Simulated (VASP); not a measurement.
# Mo (Im-3m) in VASP: further runs

Runs on Mo. Level: PBE. Tasks: single point.

All numbers are computed with VASP 6.6.1; they aren't measurements. Logs are shortened: lines on timing, memory, paths and dates and some standing lists are left out, and cuts for length are marked.

## Step 1: The crystal as given

Symmetry: Im-3m, No. 229, cubic system. Conventional cell: a = 3.168 Å, b = 3.168 Å, c = 3.168 Å, α = 90.00°, β = 90.00°, γ = 90.00°. Around Mo (site symmetry m-3m) lie 8 Mo at 2.74 Å.

## Step 2: Single point, PBE

The input, INCAR:

```
ADDGRID = F
ALGO = Normal
EDIFF = 1E-7
ENCUT = 350
GGA = PE
ISIF = 2
ISMEAR = 1
LASPH = T
LCHARG = F
LREAL = F
LWAVE = F
NBANDS = 13
NELM = 100
PREC = Accurate
SIGMA = 0.2
```

The input, KPOINTS:

```
k-points
0
Gamma
  15 15 15
```

The input, POSCAR:

```
Mo
1.0
   -1.6018940000      1.6123050000      1.5868230000
    1.5840600000     -1.5829550000      1.5396390000
    1.5998790000      1.5809390000     -1.5574730000
Mo
1
Direct
   -0.0100820000     -0.0008690000      0.0196120000
```

Potentials or basis: VASP PAW PBE potentials, release 64 (Mo_sv).

On the command line:

```sh
$ cat potpaw_PBE.64/Mo_sv/POTCAR > POTCAR
$ mpirun -np 1 vasp_std > vasp.out
```

OUTCAR:

```text
EDIFF = 1E-7
   ENCUT = 350
   GGA = PE
   ISIF = 2
   ISMEAR = 1
   LASPH = T
   LREAL = F
   NELM = 100
   PREC = Accurate

 Found   1688 irreducible k-points:

 Following reciprocal coordinates:
            Coordinates               Weight
  0.000000  0.000000  0.000000      1.000000
  0.066667  0.000000  0.000000      2.000000
  0.133333  0.000000  0.000000      2.000000
  0.200000  0.000000  0.000000      2.000000
  0.266667  0.000000  0.000000      2.000000
  0.333333  0.000000  0.000000      2.000000
   k-points           NKPTS =   1688   k-points in BZ     NKDIM =   1688   number of bands    NBANDS=     13
   number of dos      NEDOS =    301   number of ions     NIONS =      1
   total plane-waves  NPLWV =   5832
   dimension x,y,z NGX =    18 NGY =   18 NGZ =   18
   dimension x,y,z NGXF=    36 NGYF=   36 NGZF=   36
   ions per type =               1
   NGX,Y,Z   is equivalent  to a cutoff of  10.80, 11.01, 10.94 a.u.
   NGXF,Y,Z  is equivalent  to a cutoff of  21.59, 22.02, 21.88 a.u.
 SYSTEM =  unknown system
   PREC   = accura    normal or accurate (medium, high low for compatibility)
   ISTART =      0    job   : 0-new  1-cont  2-samecut
   ICHARG =      2    charge: 1-file 2-atom 10-const
   ISPIN  =      1    spin polarized calculation?
   LNONCOLLINEAR =      F non collinear calculations
   LSORBIT =      F    spin-orbit coupling
   LASPH  =      T    aspherical Exc in radial PAW
   ENCUT  =  350.0 eV  25.72 Ry    5.07 a.u.   4.23  4.15  4.17*2*pi/ulx,y,z
   NELM   =    100;   NELMIN=  2; NELMDL= -5     # of ELM steps
   EDIFF  = 0.1E-06   stopping-criterion for ELM
   LREAL  =      F    real-space projection
   EDIFFG = 0.1E-05   stopping-criterion for IOM
   NSW    =      0    number of steps for IOM
   IBRION =     -1    ionic relax: 0-MD 1-quasi-New 2-CG
   NFREE  =      0    steps in history (QN), initial steepest desc. (CG)
   ISIF   =      2    stress and relaxation
   ISYM   =      2    0-nonsym 1-usesym 2-fastsym
   POTIM  = 0.5000    time-step for ionic-motion
   TEBEG  =    0.0;   TEEND  =   0.0 temperature during run
   PSTRESS=    0.0 pullay stress
   NELECT =      14.0000    total number of electrons
   NUPDOWN=      -1.0000    fix difference up-down
   EMIN   =  10.00;   EMAX   =-10.00  energy-range for DOS
   EFERMI =   0.00;   METHOD = LEGACY
   ISMEAR =     1;   SIGMA  =   0.20  broadening in eV -4-tet -1-fermi 0-gaus
   EFERMI_NEDOS =   21; number of points for ismear=-14 and -15
   IALGO  =     38    algorithm
   IMIX   =      4    mixing-type and parameters
     AMIX     =   0.40;   BMIX     =  1.00
     AMIX_MAG =   1.60;   BMIX_MAG =  1.00
  volume/ion in A,a.u.               =      15.89       107.24
  Fermi-wavevector in a.u.,A,eV,Ry     =   1.569380  2.965697 33.510502  2.462952
  Thomas-Fermi vector in A             =   2.671271
   LORBIT       =      0    0 simple, 1 ext, 2 COOP (PROOUT), +10 PAW based schemes
   GGA     = PE    functional components
   LHFCALC =     F    Hartree Fock is set to
   AEXX    =    0.0000 exact exchange contribution
   IVDW    =     0    specifies the selected vdW correction
   LEPSILON=     F    determine dielectric tensor
   LRPA    =     F    only Hartree local field effects (RPA)
 non-spin polarized calculation
 Methfessel and Paxton  Order N= 1 SIGMA  =   0.20
  energy-cutoff  :      350.00
  volume of cell :       15.89
 maximum number of plane-waves:       244
 NGX is ok and might be reduce to    18
   NGX =  9   NGY =  9   NGZ =  9

 number of electron      13.9999998 magnetization

 Free energy of the ion-electron system (eV)
  ---------------------------------------------------
  ext. energy  EPLUGINS =         0.00000000
  ---------------------------------------------------
  free energy    TOTEN  =       -10.92256882 eV

  energy without entropy =      -10.92262690  energy(sigma->0) =      -10.92258818

 E-fermi :  12.2932     XC(G=0): -13.2984

 val. band max:       12.2920607336   @ k =   0.1333   0.4667   0.4000
 cond. band min:      12.2949856938   @ k =  -0.2667  -0.1333   0.1333
 fundamental gap:      0.0029249602
 Fermi energy:        12.2932376403

 k-point     1 :       0.0000    0.0000    0.0000
  band No.  band energies     occupation
      1     -48.9365      2.00000
      2     -22.2767      2.00000
      3     -22.2460      2.00000
      4     -22.2133      2.00000
      5       5.1500      2.00000
      6      10.7655      2.00000
      7      11.0516      2.00000
      8      11.1793      2.00000
      9      13.8215     -0.00000
     10      14.1169     -0.00000
     11      26.9270      0.00000
     12      27.0299      0.00000
     13      27.4782      0.00000

 k-point     2 :       0.0667    0.0000    0.0000
  band No.  band energies     occupation
      1     -48.9266      2.00000
      2     -22.3334      2.00000
      3     -22.2656      2.00000
      4     -22.2161      2.00000
      5       5.3406      2.00000
      6      10.6901      2.00000
      7      11.0154      2.00000
      8      11.3229      2.00000
      9      13.7850     -0.00000
     10      14.0365     -0.00000
     11      27.2433      0.00000
     12      27.3316      0.00000
     13      27.6554      0.00000

 k-point     3 :       0.1333    0.0000    0.0000
  band No.  band energies     occupation
      1     -48.8983      2.00000
      2     -22.4973      2.00000
      3     -22.3159      2.00000
      4     -22.2203      2.00000
      5       5.8728      2.00000
      6      10.4328      2.00000
      7      10.8808      2.00000
      8      11.8148      2.00370
      9      13.6344     -0.00000
     10      13.9960     -0.00000
     11      27.6869      0.00000
     12      28.1650      0.00000
     13      28.3251      0.00000

 k-point     4 :       0.2000    0.0000    0.0000
  band No.  band energies     occupation
      1     -48.8564      2.00000
      2     -22.7360      2.00000
      3     -22.3883      2.00000
      4     -22.2252      2.00000
      5       6.6016      2.00000
      6      10.0596      2.00000
      7      10.7012      2.00000
      8      12.6284     -0.03922
      9      13.5650     -0.00000
     10      14.0693     -0.00000
     11      27.6495      0.00000
     12      28.6018      0.00000
     13      29.7278      0.00000

 k-point     5 :       0.2667    0.0000    0.0000
  band No.  band energies     occupation
      1     -48.8079      2.00000
      2     -23.0031      2.00000
      3     -22.4710      2.00000
      4     -22.2309      2.00000
      5       7.2057      2.00000
      6       9.6616      2.00000
      7      10.8079      2.00000
      8      13.6845     -0.00000
      9      13.6933     -0.00000
     10      14.2193     -0.00000
     11      26.9167      0.00000
     12      27.9229      0.00000
     13      31.5544      0.00000

 k-point     6 :       0.3333    0.0000    0.0000
  band No.  band energies     occupation
      1     -48.7611      2.00000
      2     -23.2520      2.00000
      3     -22.5494      2.00000
      4     -22.2361      2.00000
      5       7.3672      2.00000
      6       9.3098      2.00000
      7      11.5502      2.00000
      8      13.9146     -0.00000
      9      14.4223     -0.00000
     10      14.8892     -0.00000
     11      25.8479      0.00000
     12      26.4215      0.00000
     13      32.8566      0.00000

 [... further k-points ...]

------------------------ aborting loop because EDIFF is reached ----------------------------------------

  FORCE on cell =-STRESS in cart. coord.  units (eV):
  Direction    XX          YY          ZZ          XY          YZ          ZX
  --------------------------------------------------------------------------------------
  -------------------------------------------------------------------------------------
  Total       -0.3918040     -0.4782475      0.1493302      0.0021907     -0.1702326      0.1011073
  in kB      -39.5012562    -48.2164051     15.0553061      0.2208651    -17.1626718     10.1935291
  external PRESSURE =     -24.2207851 kB  Pullay stress =       0.0000000 kB

 VOLUME and BASIS-vectors are now :
 -----------------------------------------------------------------------------
  energy-cutoff  :      350.00
  volume of cell :       15.89
      direct lattice vectors                 reciprocal lattice vectors
    -1.601894000  1.612305000  1.586823000     0.001971750  0.310249238  0.316949110
     1.584060000 -1.582955000  1.539639000     0.315876418 -0.002757309  0.321678072
     1.599879000  1.580939000 -1.557473000     0.314268351  0.313370033 -0.001149142

 POSITION                                       TOTAL-FORCE (eV/Angst)
 -----------------------------------------------------------------------------------
      0.02832      0.04548      3.07858         0.000000      0.000000      0.000000
 -----------------------------------------------------------------------------------
    total drift:                               -0.000001      0.000011     -0.000010

  FREE ENERGIE OF THE ION-ELECTRON SYSTEM (eV)
  ---------------------------------------------------
  free  energy   TOTEN  =       -10.9225688150 eV

  energy  without entropy=      -10.9226269033  energy(sigma->0) =      -10.92258818
```

It took 63 s on 1 thread of Intel Xeon 6975P-C (Granite Rapids), shared host; peak memory 0.27 GiB.

The run converged, but some of its settings lie outside the range that counts as converged, so its numbers aren't taken as properties of the crystal.

What came out:

* Free energy: -10.9226 eV
* Pressure: -2.4 GPa
* Band gap on the k mesh: none (metal or under the smearing width)

## Step 3: Single point, PBE

Edit INCAR of step 2 so:

```diff
@@ -3,3 +3,3 @@
 EDIFF = 1E-7
-ENCUT = 350
+ENCUT = 700
 GGA = PE
```

The input, KPOINTS:

```
k-points
0
Gamma
  11 11 11
```

The input, POSCAR:

```
Mo
1.0
   -1.5838089719      1.5838089719      1.5838089719
    1.5838089719     -1.5838089719      1.5838089719
    1.5838089719      1.5838089719     -1.5838089719
Mo
1
Direct
    0.0000000000      0.0000000000      0.0000000000
```

Potentials or basis: VASP PAW PBE potentials, release 64 (Mo_sv).

On the command line:

```sh
$ cat potpaw_PBE.64/Mo_sv/POTCAR > POTCAR
$ mpirun -np 1 vasp_std > vasp.out
```

OUTCAR:

```text
EDIFF = 1E-7
   ENCUT = 700
   GGA = PE
   ISIF = 2
   ISMEAR = 1
   LASPH = T
   LREAL = F
   NELM = 100
   PREC = Accurate

 Found     56 irreducible k-points:

 Following reciprocal coordinates:
            Coordinates               Weight
  0.000000  0.000000  0.000000      1.000000
  0.090909  0.000000  0.000000     12.000000
  0.181818  0.000000  0.000000     12.000000
  0.272727  0.000000  0.000000     12.000000
  0.363636  0.000000  0.000000     12.000000
  0.454545  0.000000  0.000000     12.000000
   k-points           NKPTS =     56   k-points in BZ     NKDIM =     56   number of bands    NBANDS=     13
   number of dos      NEDOS =    301   number of ions     NIONS =      1
   total plane-waves  NPLWV =  13824
   dimension x,y,z NGX =    24 NGY =   24 NGZ =   24
   dimension x,y,z NGXF=    48 NGYF=   48 NGZF=   48
   ions per type =               1
   NGX,Y,Z   is equivalent  to a cutoff of  14.54, 14.54, 14.54 a.u.
   NGXF,Y,Z  is equivalent  to a cutoff of  29.09, 29.09, 29.09 a.u.
 SYSTEM =  unknown system
   PREC   = accura    normal or accurate (medium, high low for compatibility)
   ISTART =      0    job   : 0-new  1-cont  2-samecut
   ICHARG =      2    charge: 1-file 2-atom 10-const
   ISPIN  =      1    spin polarized calculation?
   LNONCOLLINEAR =      F non collinear calculations
   LSORBIT =      F    spin-orbit coupling
   LASPH  =      T    aspherical Exc in radial PAW
[... 67 lines left out ...]
      8      10.9984      2.00000
      9      13.9627     -0.00000
     10      13.9627     -0.00000
     11      27.1358      0.00000
     12      27.1358      0.00000
     13      27.1358      0.00000
[... 66 lines left out ...]
  band No.  band energies     occupation
      1     -48.7048      2.00000
      2     -23.5558      2.00000
      3     -22.6684      2.00000
      4     -22.2623      2.00000
      5       7.1382      2.00000
      6       9.0389      2.00000
      7      13.5313     -0.00000
      8      14.0798     -0.00000
      9      14.5698     -0.00000
     10      16.7583      0.00000
     11      23.9966      0.00000
     12      24.3828      0.00000
     13      29.7941      0.00000

 [... further k-points ...]

------------------------ aborting loop because EDIFF is reached ----------------------------------------

  FORCE on cell =-STRESS in cart. coord.  units (eV):
  Direction    XX          YY          ZZ          XY          YZ          ZX
  --------------------------------------------------------------------------------------
  -------------------------------------------------------------------------------------
  Total       -0.0753634     -0.0753634     -0.0753634      0.0000000      0.0000000     -0.0000000
  in kB       -7.5980548     -7.5980548     -7.5980548      0.0000000      0.0000000     -0.0000000
  external PRESSURE =      -7.5980548 kB  Pullay stress =       0.0000000 kB

 VOLUME and BASIS-vectors are now :
 -----------------------------------------------------------------------------
  energy-cutoff  :      700.00
  volume of cell :       15.89
      direct lattice vectors                 reciprocal lattice vectors
    -1.583808972  1.583808972  1.583808972     0.000000000  0.315694638  0.315694638
     1.583808972 -1.583808972  1.583808972     0.315694638  0.000000000  0.315694638
     1.583808972  1.583808972 -1.583808972     0.315694638  0.315694638  0.000000000

 POSITION                                       TOTAL-FORCE (eV/Angst)
 -----------------------------------------------------------------------------------
      0.00000      0.00000      0.00000         0.000000     -0.000000      0.000000
 -----------------------------------------------------------------------------------
    total drift:                                0.000000      0.000000     -0.000000

  FREE ENERGIE OF THE ION-ELECTRON SYSTEM (eV)
  ---------------------------------------------------
  free  energy   TOTEN  =       -10.9126833420 eV

  energy  without entropy=      -10.9079014411  energy(sigma->0) =      -10.91108938
```

OSZICAR:

```text
N       E                     dE             d eps       ncg     rms          rms(c)
DAV:   1     0.116816433001E+03    0.11682E+03   -0.93209E+03  1456   0.138E+03
DAV:   2    -0.986690081517E+01   -0.12668E+03   -0.12171E+03  1661   0.357E+02
DAV:   3    -0.115855519649E+02   -0.17187E+01   -0.17079E+01  1631   0.408E+01
DAV:   4    -0.115898741191E+02   -0.43222E-02   -0.43215E-02  1636   0.246E+00
DAV:   5    -0.115899021192E+02   -0.28000E-04   -0.28002E-04  1616   0.179E-01    0.142E+01
DAV:   6    -0.109982986197E+02    0.59160E+00   -0.73475E-01  1501   0.105E+01    0.379E+00
DAV:   7    -0.109159038784E+02    0.82395E-01   -0.15475E-01  1591   0.460E+00    0.102E+00
DAV:   8    -0.109127535606E+02    0.31503E-02   -0.52101E-03  1511   0.941E-01    0.208E-01
DAV:   9    -0.109126766271E+02    0.76933E-04   -0.32724E-04  1606   0.229E-01    0.597E-02
DAV:  10    -0.109126831327E+02   -0.65055E-05   -0.21354E-05  1561   0.561E-02    0.354E-03
DAV:  11    -0.109126835188E+02   -0.38609E-06   -0.20028E-07  1615   0.527E-03    0.119E-03
DAV:  12    -0.109126833188E+02    0.19997E-06   -0.13544E-08   838   0.163E-03    0.866E-05
DAV:  13    -0.109126833420E+02   -0.23199E-07   -0.98292E-10   738   0.470E-04
   1 F= -.10912683E+02 E0= -.10911089E+02  d E =-.478190E-02
```

It took 5.7 s on 1 thread of Intel Xeon 6975P-C (Granite Rapids), shared host; peak memory 0.14 GiB.

These settings aren't checked as converged: the numbers below hold their error.

What came out:

```yaml
Free_energy: -10.9127 eV
Pressure: -0.8 GPa
Band_gap_on_the_k_mesh: none (metal or under the smearing width)
```

## Step 4: Single point, PBE

INCAR is that of step 3.

KPOINTS is that of step 3.

The input, POSCAR:

```
Mo
1.0
   -1.6018940000      1.6123050000      1.5868230000
    1.5840600000     -1.5829550000      1.5396390000
    1.5998790000      1.5809390000     -1.5574730000
Mo
1
Direct
   -0.0100820000     -0.0008690000      0.0196120000
```

On the command line:

```sh
$ cat potpaw_PBE.64/Mo_sv/POTCAR > POTCAR
$ mpirun -np 1 vasp_std > vasp.out
```

Wall time 48 s (1 thread of Intel Xeon 6975P-C (Granite Rapids), shared host); peak memory 0.3 GiB.

These settings aren't checked as converged: the numbers below hold their error.

Results:

| Item | Value |
| --- | --- |
| Free energy | -10.9087 eV |
| Pressure | -0.7 GPa |
| Band gap on the k mesh | none (metal or under the smearing width) |

## Step 5: The reference run

An earlier run on the cell as given: functional PBE; potentials or basis VASP PAW PBE potentials, release 64 (Mo_sv); cutoff 520 eV; k mesh 12 × 12 × 12; occupations fermi-dirac, width 0.05 eV; no spin polarisation.

* Pressure: -1.4 GPa
* Band gap on the k mesh: none (metal or under the smearing width)
